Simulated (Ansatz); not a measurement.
**Band structure of Cs**

```
CELL_PARAMETERS angstrom
5.50390 0.00000 0.00000
-2.75195 4.76652 0.00000
0.00000 0.00000 8.90801
ATOMIC_POSITIONS crystal
Cs 0.33333 0.66667 0.25000
Cs 0.66667 0.33333 0.75000
```

Atoms are numbered in the order listed.

The structure comes from a relaxation in the same program, started in the hcp type, and has space group P6_3/mmc. Whether it is a known phase or the ground state wasn't checked.

Spin–orbit coupling is left out, though it moves levels of the heavy atoms by tenths of an eV or more.

Method: Ansatz 0.2.0, DFT, PBE, all-electron LAPW, scalar-relativistic.

The runs use a Γ-centred 12×12×6 k mesh, Fermi–Dirac smearing of 0.05 eV, basis error target 1 meV/atom, no spin polarisation.

Points in fractions of the reciprocal vectors of this cell: Γ (0, 0, 0), M (0.5, 0, 0), K (0.333, 0.333, 0), A (0, 0, 0.5), L (0.5, 0, 0.5), H (0.333, 0.333, 0.5). The path joins them by straight lines in the order Γ–M–K–Γ–A–L–H–A–L; legs that retrace an earlier one aren't tabulated. Energies are in eV from the Fermi level.

Problem. Metal or insulator at this level of theory?

Solution. No gap opens: metallic or semimetallic.

Problem. Tabulate bands 18 to 21, counted from the lowest band of the run, along the path.

Solution. 
```
k (1/Å)  point  band 18  band 19  band 20  band 21
   0.00      Γ   -10.60    -1.66    -0.01     0.78
   0.16          -10.60    -1.52     0.14     0.77
   0.33          -10.61    -1.12     0.54     0.76
   0.49          -10.62    -0.54     0.77     0.78
   0.66      M   -10.62    -0.02     0.33     0.80
   0.75          -10.62     0.03     0.36     0.82
   0.85          -10.63     0.16     0.43     0.87
   0.94          -10.64     0.36     0.52     0.86
   1.04      K   -10.65     0.58     0.58     0.64
   1.23          -10.63    -0.19     0.86     0.88
   1.42          -10.61    -0.95     0.70     0.77
   1.61          -10.60    -1.47     0.19     0.77
   1.80      Γ   -10.60    -1.66    -0.01     0.78
   1.89          -10.60    -1.62    -0.14     0.89
   1.98          -10.60    -1.50    -0.43     1.12
   2.07          -10.61    -1.30    -0.75     1.38
   2.15      A   -10.61    -1.05    -1.05     1.65
   2.32          -10.61    -0.92    -0.92     1.63
   2.48          -10.62    -0.57    -0.57     1.46
   2.65          -10.63    -0.11    -0.11     1.12
   2.81      L   -10.63     0.18     0.18     0.91
   2.91          -10.63     0.23     0.23     0.91
   3.00          -10.62     0.37     0.37     0.93
   3.10          -10.62     0.58     0.58     0.94
   3.19      H   -10.62     0.79     0.79     0.87
   3.38          -10.62     0.20     0.20     1.12
   3.57          -10.62    -0.42    -0.42     1.40
   3.76          -10.61    -0.88    -0.88     1.62
   3.95      A   -10.61    -1.05    -1.05     1.65
```
